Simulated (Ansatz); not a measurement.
# ZnSe (Fm-3m): energy and pressure against volume

How does ZnSe (Fm-3m) respond to strong compression and slight expansion?

Computed with Ansatz 0.2.0 (DFT PBEsol, scalar-relativistic, plane waves, PAW, unless a step's input says otherwise).

## Step 1: Starting point

It takes space group Fm-3m (No. 225, cubic). Conventional cell: a = 5.269 Å, b = 5.269 Å, c = 5.269 Å, α = 90.00°, β = 90.00°, γ = 90.00°. Around Se (site symmetry m-3m) lie 6 Zn at 2.63 Å. Zn (site symmetry m-3m) is surrounded by 6 Se at 2.63 Å.

Coordinates:

```cif
data_structure
_symmetry_space_group_name_H-M 'P 1'
_symmetry_Int_Tables_number 1
_cell_length_a 3.7258
_cell_length_b 3.7258
_cell_length_c 3.7258
_cell_angle_alpha 60.000
_cell_angle_beta 60.000
_cell_angle_gamma 60.000
_cell_volume 36.57
loop_
_atom_site_label
_atom_site_type_symbol
_atom_site_fract_x
_atom_site_fract_y
_atom_site_fract_z
_atom_site_occupancy
Se1 Se 0.00000 0.00000 0.00000 1
Zn1 Zn 0.50000 0.50000 0.50000 1
```

This cell comes from an earlier session at PBEsol: 18.286 Å³/atom at 0.07 GPa, on a 12×12×12 mesh.

## Step 2: Volume × 0.96

input.yaml reads:

```yaml
crystal:
  lattice:
    - [0.0, 2.5989239362, 2.5989239362]
    - [2.5989239362, 0.0, 2.5989239362]
    - [2.5989239362, 2.5989239362, 0.0]
  atoms:
    - { symbol: Se, position: [0.0, 0.0, 0.0] }
    - { symbol: Zn, position: [0.5, 0.5, 0.5] }
basis:
  ecutwfc: 420
  ecutrho_ratio: 4
kpoints:
  mp_grid: { grid: [12, 12, 12] }
hamiltonian:
  xc: pbesol
scf:
  occupations: { method: gaussian, width: 0.05 }
output:
  forces: true
  stress: true
  eigenvalues: true
```

The run is started by

```bash
$ ansatz run input.yaml --threads 1 --pin off --max-ram 2560MiB --backend cpu --events-out ev --progress --plain --runs-dir out
```

Further steps of the session: Volume × 1.04; Volume × 0.92; Volume × 0.88; Volume × 0.84; Volume × 0.8.

**Question.** What will these runs give? Wanted: range of pressure; V0; B0; B0′.

**Answer**, as computed:

| quantity | value |
| --- | --- |
| range of pressure | -2.9 to 30.7 GPa |
| V0 (fit) | 18.30 Å³/atom |
| B0 (fit) | 82 GPa |
| B0′ (fit) | 4.54 |

**Reading.** A third-order Birch-Murnaghan fit follows the points with an rms miss of 0.01 meV/atom. Symmetry fixes shape and sites, so only the volume changes. Other structures may be lower in enthalpy at these pressures.
